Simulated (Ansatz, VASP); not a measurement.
**H in VASP and in Ansatz**

INCAR

```
SYSTEM = H
  PREC = Accurate
  ENCUT = 520
  EDIFF = 1E-6
  ISMEAR = 0
  SIGMA = 0.05
  LREAL = .False.
  LASPH = .True.
  NELM = 80
  ALGO = Normal
  ISIF = 2
  LWAVE = .False.
  LCHARG = .False.
  GGA = PS
  NBANDS = 6
```

Contents of KPOINTS:

```
regular mesh
0
Gamma
  10 10 26
  0 0 0
```

File POSCAR:

```
H
1.0
    2.4376676398      0.0000000000      0.0000000000
    0.0000000000      2.4376676398      0.0000000000
    0.0000000000      0.0000000000      1.0197126368
H
1
Direct
    0.0000000000      0.0000000000      0.5000000000
```

Input for Ansatz:

```yaml
crystal:
  lattice:
    - [2.4376676398, 0.0, 0.0]
    - [0.0, 2.4376676398, 0.0]
    - [0.0, 0.0, 1.0197126368]
  atoms:
    - { symbol: H, position: [0.0, 0.0, 0.5] }
basis:
  ecutwfc: 420
kpoints:
  mp_grid: { grid: [10, 10, 26] }
hamiltonian:
  xc: pbesol
scf:
  occupations: { method: gaussian, width: 0.05 }
output:
  forces: true
  stress: true
  eigenvalues: true
```

Change from the starting cell: strain -0.080 along x and y, +0.040 along z, atoms carried along.

Alike in both runs: task single point; functional PBEsol; k mesh 10 × 10 × 26; occupations gaussian, width 0.05 eV; no spin polarisation.

|  | VASP | Ansatz |
| --- | --- | --- |
| version | VASP 6.6.1 | Ansatz 0.2.0 |
| potentials or method | VASP PAW PBE potentials, release 64 (H) | scalar-relativistic, plane waves, PAW |
| plane-wave cutoff (eV) | 520 | 420 |
| valence electrons in the cell | 1 | 1 |

VASP gave:

| Property | Result |
| --- | --- |
| gap on the k mesh at the Fermi level (eV) | none |
| pressure (GPa) | -2.2 |
| largest component of the traceless stress (GPa) | 7.46 |

Question: Estimate Ansatz's values.

Answer: gap on the k mesh at the Fermi level (eV): none; pressure (GPa): -1.9; largest component of the traceless stress (GPa): 7.44.

A gap of «none» marks a metal or a gap that the smearing closes.

Caveats: the PAW data sets were made with another functional, which shifts forces and pressure a little (VASP).
